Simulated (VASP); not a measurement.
# Zr (P6/mmm) in VASP: a series of runs

One crystal, Zr, is run at these levels: LDA; tasks: single point.

All numbers are computed with VASP 6.6.1; they aren't measurements. Logs are shortened: lines on timing, memory, paths and dates and some standing lists are left out, and cuts for length are marked.

## (1) The crystal as given

It takes space group P6/mmm (No. 191, hexagonal). The conventional cell has a = 4.927 Å, b = 4.927 Å, c = 3.079 Å, α = 90.00°, β = 90.00°, γ = 120.00°. Zr (site symmetry 6/mmm) has 14 Zr at 3.08 to 3.23 Å as nearest neighbours. Zr (site symmetry -6m2) is surrounded by 11 Zr at 2.84 to 3.23 Å.

This isn't the form of Zr at room conditions, which is hcp.

## (2) Single point, LDA

INCAR reads:

```
PREC = Accurate
ENCUT = 520
EDIFF = 1E-6
ISMEAR = -1
SIGMA = 0.1
LREAL = F
LASPH = T
NELM = 60
ALGO = Fast
ISIF = 2
LWAVE = F
LCHARG = T
GGA = CA
LELF = T
LVHAR = T
NBANDS = 25
```

KPOINTS reads:

```
Automatic mesh
0
Gamma
  10 10 13
```

POSCAR reads:

```
Zr
1.0
    4.9274611496      0.0000000000      0.0000000000
   -2.4637305748      4.2673065317      0.0000000000
    0.0000000000      0.0000000000      3.0788693775
Zr
3
Direct
    1.0000000000      0.0000000000      1.0000000000
    0.3333333333      0.6666666667      0.5000000000
    0.6666666667      0.3333333333      0.5000000000
```

Potentials or basis: VASP PAW LDA potentials, release 64 (Zr_sv).

Run with:

```
cat potpaw_LDA.64/Zr_sv/POTCAR > POTCAR
mpirun -np 1 vasp_std > vasp.out
```

OUTCAR:

```text
PREC = Accurate
   ENCUT = 520
   EDIFF = 1E-6
   ISMEAR = -1
   LREAL = F
   LASPH = T
   NELM = 60
   ISIF = 2
   GGA = CA

 ion  position               nearest neighbor table
   1  0.000  0.000  0.000-   2 3.23   3 3.23   2 3.23   3 3.23   2 3.23   2 3.23   3 3.23   3 3.23
                             3 3.23   3 3.23   2 3.23   2 3.23
   2  0.333  0.667  0.500-   3 2.84   3 2.84   3 2.84   1 3.23   1 3.23   1 3.23   1 3.23   1 3.23
                             1 3.23
   3  0.667  0.333  0.500-   2 2.84   2 2.84   2 2.84   1 3.23   1 3.23   1 3.23   1 3.23   1 3.23
                             1 3.23

  LATTYP: Found a hexagonal cell.
 ALAT       =     4.9274611496
 C/A-ratio  =     0.6248388945

  Lattice vectors:

 A1 = (   4.9274611496,   0.0000000000,   0.0000000000)
 A2 = (  -2.4637305748,   4.2673065317,   0.0000000000)
 A3 = (   0.0000000000,   0.0000000000,   3.0788693775)

Analysis of symmetry for initial positions (statically):
=====================================================================
 Subroutine PRICEL returns:
 Original cell was already a primitive cell.

 Routine SETGRP: Setting up the symmetry group for a
 hexagonal supercell.

 Subroutine GETGRP returns: Found 24 space group operations
 (whereof 24 operations were pure point group operations)
 out of a pool of 24 trial point group operations.

The static configuration has the point symmetry D_6h.

Analysis of symmetry for dynamics (positions and initial velocities):
=====================================================================
 Subroutine PRICEL returns:
 Original cell was already a primitive cell.

 Routine SETGRP: Setting up the symmetry group for a
 hexagonal supercell.

 Subroutine GETGRP returns: Found 24 space group operations
 (whereof 24 operations were pure point group operations)
 out of a pool of 24 trial point group operations.

The dynamic configuration has the point symmetry D_6h.

 Subroutine INISYM returns: Found 24 space group operations
 (whereof 24 operations are pure point group operations),
 and found     1 'primitive' translations

----------------------------------------------------------------------------------------

                                     Primitive cell

  volume of cell :      64.7393

  direct lattice vectors                    reciprocal lattice vectors
     4.927461150  0.000000000  0.000000000     0.202944269  0.117169928  0.000000000
    -2.463730575  4.267306532  0.000000000     0.000000000  0.234339856  0.000000000
     0.000000000  0.000000000  3.078869377     0.000000000  0.000000000  0.324794552

  length of vectors
     4.927461150  4.927461150  3.078869377     0.234339856  0.234339856  0.324794552

  position of ions in fractional coordinates (direct lattice)
     0.000000000  0.000000000  0.000000000
     0.333333333  0.666666667  0.500000000
     0.666666667  0.333333333  0.500000000

  ion indices of the primitive-cell ions
   primitive index   ion index
                 1           1
                 2           2
                 3           3

----------------------------------------------------------------------------------------

 KPOINTS: Automatic mesh

Automatic generation of k-mesh.
 Grid dimensions read from file:
 generate k-points for:   10   10   13

 Generating k-lattice:

  Cartesian coordinates                     Fractional coordinates (reciprocal lattice)
     0.020294427  0.011716993  0.000000000     0.100000000 -0.000000000  0.000000000
     0.000000000  0.023433986  0.000000000     0.000000000  0.100000000  0.000000000
     0.000000000  0.000000000  0.024984196     0.000000000  0.000000000  0.076923077

  Length of vectors
     0.023433986  0.023433986  0.024984196

  Shift w.r.t. Gamma in fractional coordinates (k-lattice)
     0.000000000  0.000000000  0.000000000

 Subroutine IBZKPT returns following result:
 ===========================================

 Found     98 irreducible k-points:

 Following reciprocal coordinates:
            Coordinates               Weight
  0.000000  0.000000  0.000000      1.000000
  0.100000  0.000000  0.000000      6.000000
  0.200000  0.000000  0.000000      6.000000
  0.300000  0.000000  0.000000      6.000000
  0.400000  0.000000  0.000000      6.000000
  0.500000 -0.000000  0.000000      3.000000
[... 16 lines left out ...]
  0.300000  0.100000  0.076923     24.000000
  0.400000  0.100000  0.076923     24.000000
 [... further k-points ...]
   k-points           NKPTS =     98   k-points in BZ     NKDIM =     98   number of bands    NBANDS=     25
   number of dos      NEDOS =    301   number of ions     NIONS =      3
   total plane-waves  NPLWV =  38400
   dimension x,y,z NGX =    40 NGY =   40 NGZ =   24
   dimension x,y,z NGXF=    80 NGYF=   80 NGZF=   48
   ions per type =               3
   NGX,Y,Z   is equivalent  to a cutoff of  13.50, 13.50, 12.96 a.u.
   NGXF,Y,Z  is equivalent  to a cutoff of  26.99, 26.99, 25.92 a.u.
 SYSTEM =  unknown system
   PREC   = accura    normal or accurate (medium, high low for compatibility)
   ISTART =      0    job   : 0-new  1-cont  2-samecut
   ICHARG =      2    charge: 1-file 2-atom 10-const
   ISPIN  =      1    spin polarized calculation?
   LNONCOLLINEAR =      F non collinear calculations
   LSORBIT =      F    spin-orbit coupling
   LASPH  =      T    aspherical Exc in radial PAW
   ENCUT  =  520.0 eV  38.22 Ry    6.18 a.u.   9.16  9.16  5.72*2*pi/ulx,y,z
   NELM   =     60;   NELMIN=  2; NELMDL= -5     # of ELM steps
   EDIFF  = 0.1E-05   stopping-criterion for ELM
   LREAL  =      F    real-space projection
   EDIFFG = 0.1E-04   stopping-criterion for IOM
   NSW    =      0    number of steps for IOM
   IBRION =     -1    ionic relax: 0-MD 1-quasi-New 2-CG
   NFREE  =      0    steps in history (QN), initial steepest desc. (CG)
   ISIF   =      2    stress and relaxation
   ISYM   =      2    0-nonsym 1-usesym 2-fastsym
   POTIM  = 0.5000    time-step for ionic-motion
   TEBEG  =    0.0;   TEEND  =   0.0 temperature during run
   PSTRESS=    0.0 pullay stress
   NELECT =      36.0000    total number of electrons
   NUPDOWN=      -1.0000    fix difference up-down
   EMIN   =  10.00;   EMAX   =-10.00  energy-range for DOS
   EFERMI =   0.00;   METHOD = LEGACY
   ISMEAR =    -1;   SIGMA  =   0.10  broadening in eV -4-tet -1-fermi 0-gaus
   EFERMI_NEDOS =   21; number of points for ismear=-14 and -15
   IALGO  =     68    algorithm
   IMIX   =      4    mixing-type and parameters
     AMIX     =   0.40;   BMIX     =  1.00
     AMIX_MAG =   1.60;   BMIX_MAG =  1.00
  volume/ion in A,a.u.               =      21.58       145.63
  Fermi-wavevector in a.u.,A,eV,Ry     =   1.346231  2.544008 24.658351  1.812338
  Thomas-Fermi vector in A             =   2.474080
   LORBIT       =      0    0 simple, 1 ext, 2 COOP (PROOUT), +10 PAW based schemes
   GGA     = CA    functional components
   LHFCALC =     F    Hartree Fock is set to
   AEXX    =    0.0000 exact exchange contribution
   IVDW    =     0    specifies the selected vdW correction
   LEPSILON=     F    determine dielectric tensor
   LRPA    =     F    only Hartree local field effects (RPA)
 non-spin polarized calculation
 RMM-DIIS sequential band-by-band and
  energy-cutoff  :      520.00
  volume of cell :       64.74
 maximum number of plane-waves:      1758
 NGX is ok and might be reduce to    40
   NGX = 19   NGY = 19   NGZ = 11

 number of electron      36.0000000 magnetization

 Free energy of the ion-electron system (eV)
  ---------------------------------------------------
  ext. energy  EPLUGINS =         0.00000000
  ---------------------------------------------------
  free energy    TOTEN  =       -27.96741937 eV

  energy without entropy =      -27.87110728  energy(sigma->0) =      -27.91926333

 E-fermi :   9.4935     XC(G=0): -11.6415

 val. band max:        9.4852984018   @ k =   0.4000   0.2000   0.1538
 cond. band min:       9.4992634500   @ k =   0.5000  -0.0000   0.2308
 fundamental gap:      0.0139650483
 Fermi energy:         9.4934842283

 k-point     1 :       0.0000    0.0000    0.0000
  band No.  band energies     occupation
      1     -38.8978      2.00000
      2     -38.6550      2.00000
      3     -38.4202      2.00000
      4     -17.3187      2.00000
      5     -17.3187      2.00000
      6     -17.2294      2.00000
[... 17 lines left out ...]
     24      11.8983      0.00000
     25      11.8987      0.00000

 k-point     2 :       0.1000    0.0000    0.0000
  band No.  band energies     occupation
      1     -38.8940      2.00000
      2     -38.6531      2.00000
      3     -38.4263      2.00000
      4     -17.4045      2.00000
      5     -17.3820      2.00000
      6     -17.1387      2.00000
[... 17 lines left out ...]
     24      11.5005      0.00000
     25      12.3874      0.00000

 k-point     3 :       0.2000    0.0000    0.0000
  band No.  band energies     occupation
      1     -38.8839      2.00000
      2     -38.6467      2.00000
      3     -38.4440      2.00000
      4     -17.5083      2.00000
      5     -17.4179      2.00000
      6     -17.0215      2.00000
[... 17 lines left out ...]
     24      11.6802      0.00000
     25      12.9061      0.00000

 k-point     4 :       0.3000    0.0000    0.0000
  band No.  band energies     occupation
      1     -38.8717      2.00000
      2     -38.6342      2.00000
      3     -38.4700      2.00000
      4     -17.5905      2.00000
      5     -17.3858      2.00000
      6     -16.9212      2.00000
[... 17 lines left out ...]
     24      12.2122      0.00000
     25      13.4796      0.00000
[... 477 lines left out ...]
 k-point    22 :       0.2000    0.1000    0.0769
  band No.  band energies     occupation
      1     -38.8706      2.00000
      2     -38.6356      2.00000
      3     -38.4562      2.00000
      4     -17.5253      2.00000
      5     -17.4274      2.00000
      6     -16.9690      2.00000
[... 17 lines left out ...]
     24      11.9583      0.00000
     25      13.4631      0.00000

 k-point    23 :       0.3000    0.1000    0.0769
  band No.  band energies     occupation
      1     -38.8605      2.00000
      2     -38.6189      2.00000
      3     -38.4842      2.00000
      4     -17.5836      2.00000
      5     -17.3643      2.00000
      6     -16.9702      2.00000
[... 17 lines left out ...]
     24      12.5109      0.00000
     25      12.9157      0.00000

 k-point    24 :       0.4000    0.1000    0.0769
  band No.  band energies     occupation
      1     -38.8546      2.00000
      2     -38.6015      2.00000
      3     -38.5082      2.00000
      4     -17.6151      2.00000
      5     -17.2439      2.00000
      6     -17.0900      2.00000
[... 17 lines left out ...]
     24      12.2677      0.00000
     25      13.2051      0.00000

 [... further k-points ...]

------------------------ aborting loop because EDIFF is reached ----------------------------------------

  FORCE on cell =-STRESS in cart. coord.  units (eV):
  Direction    XX          YY          ZZ          XY          YZ          ZX
  --------------------------------------------------------------------------------------
  -------------------------------------------------------------------------------------
  Total        0.0448771      0.0448771      0.0412327      0.0000000      0.0000000      0.0000000
  in kB        1.1106242      1.1106242      1.0204327      0.0000000      0.0000000      0.0000000
  external PRESSURE =       1.0805604 kB  Pullay stress =       0.0000000 kB

 VOLUME and BASIS-vectors are now :
 -----------------------------------------------------------------------------
  energy-cutoff  :      520.00
  volume of cell :       64.74
      direct lattice vectors                 reciprocal lattice vectors
     4.927461150  0.000000000  0.000000000     0.202944269  0.117169928  0.000000000
    -2.463730575  4.267306532  0.000000000     0.000000000  0.234339856  0.000000000
     0.000000000  0.000000000  3.078869377     0.000000000  0.000000000  0.324794552

 POSITION                                       TOTAL-FORCE (eV/Angst)
 -----------------------------------------------------------------------------------
      0.00000      0.00000      0.00000        -0.000000      0.000000     -0.000000
     -0.00000      2.84487      1.53943         0.000000      0.000000     -0.000000
      2.46373      1.42244      1.53943        -0.000000      0.000000      0.000000
 -----------------------------------------------------------------------------------
    total drift:                                0.000000      0.000000      0.000000

  FREE ENERGIE OF THE ION-ELECTRON SYSTEM (eV)
  ---------------------------------------------------
  free  energy   TOTEN  =       -27.9674193694 eV

  energy  without entropy=      -27.8711072841  energy(sigma->0) =      -27.91926333
```

It took 2.7 min on 1 thread of Intel Xeon Platinum 8559C (Emerald Rapids), shared host; peak memory 0.24 GiB.

Results:

```
Free energy            : -27.9674 eV
Pressure               : 0.1 GPa
Band gap on the k mesh : none (metal or under the smearing width)
```

Levels at points of the mesh, in eV from the Fermi level:
```tsv
k point	band 15	band 16	band 17	band 18	band 19	band 20	band 21	band 22
(0.00, 0.00, 0.00)	-0.42	-0.42	-0.36	-0.36	-0.18	0.86	1.71	1.71
(0.50, 0.00, 0.00)	-3.01	-0.68	-0.68	-0.52	-0.01	0.75	1.14	2.00
```

[end of part 1 of 2]
